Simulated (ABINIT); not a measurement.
Runs of ABINIT 10.8.3 (patched build) on HfC. It takes space group Fm-3m (No. 225, cubic). The conventional cell has a = 4.650 Å, b = 4.650 Å, c = 4.650 Å, α = 90.00°, β = 90.00°, γ = 90.00°. Around Hf (site symmetry m-3m) lie 6 C at 2.33 Å. C (site symmetry m-3m) has 6 Hf at 2.33 Å as nearest neighbours. 

| task | level | potentials or basis | cell | cutoff (eV) | cell freedom (optcell) | optimiser (ionmov) | cutoff smearing ecutsm (Ha) | force stop (Ha/bohr) | gap on the mesh (eV) | pressure (GPa) | relaxed volume (Å³/atom) |
| --- | --- | --- | --- | --- | --- | --- | --- | --- | --- | --- | --- |
| single point | LDA | PseudoDojo NC SR LDA v0.4.1 standard | as given | 844 | - | - | - | - | none | - | - |
| single point | LDA | PseudoDojo NC SR LDA v0.4.1 standard | cell relaxed | 1116 | - | - | - | - | none | -0.1 | - |
| relaxation of cell and atoms | PBEsol | PseudoDojo NC SR PBEsol v0.4.1 standard | relaxed | 1116 | 2 | 2 | 0.5 | 2e-05 | none | 0.0 | 12.25 |
| relaxation of cell and atoms | LDA | PseudoDojo NC SR LDA v0.4.1 standard | relaxed | 1116 | 2 | 2 | 0.5 | 2e-05 | none | 0.0 | (a) |
| single point | PBEsol | PseudoDojo NC SR PBEsol v0.4.1 standard | as given | 1007 | - | - | - | - | none | -6.4 | - |

Alike in all rows: no spin polarisation; k mesh 8 × 8 × 8; smearing fermi-dirac 0.05 eV.

Estimate the missing entries.

(a) 11.87.

A k mesh can miss the band edges, and the runs leave out spin-orbit coupling on Hf.

A gap of «none» marks a metal or a gap under the smearing width.

Runs at the PBE level aren't shown here.
